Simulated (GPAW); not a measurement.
CdSe:

```
Cd Se
1.0
     0.00000    3.07027    3.07027
     3.07027    0.00000    3.07027
     3.07027    3.07027    0.00000
Cd Se
1 1
Direct
  0.00000 0.00000 0.00000
  0.25000 0.25000 0.25000
```

Measurements of this composition are mostly on another form, of space group No. 186.

Base run:

```yaml
Program: GPAW 26.7.0
Functional: PBE
Potentials_or_basis: GPAW PAW data sets (gpaw-data 1.2.1)
Cutoff: 450 eV
Basis: pw
k_mesh: 6 × 6 × 6
Occupations: fermi-dirac, width 0.05 eV
Spin: no spin polarisation
```

Its results: band gap on the k mesh 0.54 eV, direct; pressure 0.3 GPa.

Q: The run is repeated on the same cell with these changes: cutoff from 450 eV to 600 eV; spin from no spin polarisation to spin-orbit coupling, no magnetisation. What comes out?

A: Band gap on the k mesh 0.42 eV, direct; pressure 1.1 GPa.

Spin-orbit coupling splits the band edges, which narrows the gap.

Caveats: the cutoff is short for stress and forces, so pressures can be off by a GPa or more (some runs); spin-orbit coupling was added after a scalar SCF, so levels and gaps hold it while energy, forces, pressure and moments don't (some runs); this program's spin-orbit splittings come out too wide for heavy elements (some runs).
